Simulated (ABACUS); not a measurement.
Pr:

```
Pr
1.0
     3.66900    0.00000    0.00000
    -1.83450    3.17745    0.00000
     0.00000    0.00000    5.92000
Pr
2
Direct
  0.66667 0.33333 0.75000
  0.33333 0.66667 0.25000
```

This isn't the form of Pr at room conditions, which is double hcp.

```yaml
Program: ABACUS 3.10.1
Task: single point
Functional: PBE
Potentials_or_basis: PseudoDojo NC SR 0.4.1 PBE standard, lanthanides 3+ (f in core)
Cutoff: 667 eV
Density_cutoff: 2667 eV
Basis: plane waves
k_mesh: 8 × 8 × 5
Occupations: fermi-dirac, width 0.05 eV
Spin: collinear spin, ferromagnetic start
Starting_moments: "[1.0, 1.0] μB"
```

On this cell: largest force under 0.003 eV/Å; net moment 0.00 μB per cell; band gap on the k mesh none (metal or under the smearing width).

The same run follows on a disturbed copy (atoms moved at random, drawn with an rms of 0.05 Å):

```
Pr
1.0
     3.66900    0.00000    0.00000
    -1.83450    3.17745    0.00000
     0.00000    0.00000    5.92000
Pr
2
Direct
  0.66449 0.31919 0.75001
  0.31351 0.67539 0.25280
```

**Question.** What does the disturbed cell give?

**Answer.** The energy (extrapolated to zero smearing) moves by -0.1 meV/atom; largest force 0.043 eV/Å; net moment 0.00 μB per cell; band gap on the k mesh none (metal or under the smearing width).

Forces on the atoms (eV/Å):
```
Pr  -0.016  0.010  0.039
Pr   0.016 -0.010 -0.039
```

Caveats: the magnetic or orbital state may not be the lowest; all typed moments are zero, and the program then starts from 1 μB on every atom; spin-orbit coupling is left out, which moves the levels of the heavy elements; the 4f electrons are frozen in the core as for a trivalent ion, so they carry no moment and show no levels.
